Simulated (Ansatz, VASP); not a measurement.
**Os: VASP beside Ansatz**

```xyz
1
Lattice="-1.5180 1.5180 1.5180 1.5180 -1.5180 1.5180 1.5180 1.5180 -1.5180" Properties=species:S:1:pos:R:3 pbc="T T T"
Os    0.0000    0.0000    0.0000
```

The cell was built by a generator and needn't be a form met in nature.

Alike in both runs: task relaxation of cell and atoms; functional BLYP; k mesh 14 × 14 × 14; occupations fermi-dirac, width 0.1 eV; no spin polarisation.

```csv
,VASP,Ansatz
version,VASP 6.6.1,Ansatz 0.2.0
potentials or method,"VASP PAW PBE potentials, release 64 (Os)","plane waves (420 eV) with PAW, scalar-relativistic"
plane-wave cutoff (eV),600,420
valence electrons in the cell,8,16
```

VASP gave:

- relaxed volume (Å³/atom): 15.61
- relaxed cell length with the largest relative difference (Å): 2.727
- energy change over the relaxation (meV/atom): -196

Task: What did Ansatz give for the same quantities?

Result: Relaxed volume (Å³/atom): 15.48; relaxed cell length with the largest relative difference (Å): 2.719; energy change over the relaxation (meV/atom): -165.

The two sets of potentials don't hold the same shells in valence.

Caveats: the PAW data sets were made with another functional, which shifts forces and pressure a little (VASP). The runs have no spin-orbit coupling, so splittings on Os are missing.
